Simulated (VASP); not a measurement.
Input of a VASP 6.6.1 run:

File INCAR:

```
PREC     = Accurate       # precision mode
ENCUT    = 520            # plane-wave cutoff, eV
EDIFF    = 1E-6           # SCF threshold, eV
ISMEAR   = 0              # smearing method
SIGMA    = 0.1            # smearing width, eV
LREAL    = F              # projectors in reciprocal space
LASPH    = T              # aspherical terms in the spheres
NELM     = 100            # most SCF steps
ALGO     = Fast           # electronic algorithm
ISIF     = 2              # what is computed and relaxed
LWAVE    = F              # write WAVECAR
LCHARG   = T              # write CHGCAR
GGA      = PE             # functional
LELF     = T              # ELF
LVHAR    = T            
NBANDS   = 40             # bands
```

Contents of KPOINTS:

```
regular mesh
0
Gamma
  4 4 6
```

POSCAR

```
TiPt5
1.0
    5.8296847918      0.0000000000      0.0000000000
    0.0000000000      5.8296847918      0.0000000000
    0.0000000000      0.0000000000      4.6419823331
Ti Pt
1 5
Direct
    0.0000000000      0.0000000000      0.0000000000
    0.2059460758      0.5000000000      0.5000000000
    0.7940539242      0.5000000000      0.5000000000
    0.5000000000      0.2059460758      0.5000000000
    0.5000000000      0.7940539242      0.5000000000
    0.0000000000      0.0000000000      0.5000000000
```

Potentials or basis: VASP PAW PBE potentials, release 64 (Ti_sv, Pt).

Run with:

```bash
$ cat potpaw_PBE.64/Ti_sv/POTCAR potpaw_PBE.64/Pt/POTCAR > POTCAR
$ mpirun -np 1 vasp_std > vasp.out
```

**Question.** What does it give for the band gap on the k mesh?

**Answer.** None (metal or under the smearing width).

**Question.** Predict the pressure.

**Answer.** -0.3 GPa.

**Question.** What does it give for the largest force?

**Answer.** 0.013 eV/Å.

Stress tensor (GPa, compression positive):
```
-0.63  0.00  0.00
 0.00 -0.63  0.00
 0.00  0.00  0.28
```

The run has no spin-orbit coupling, so splittings on Pt are missing.
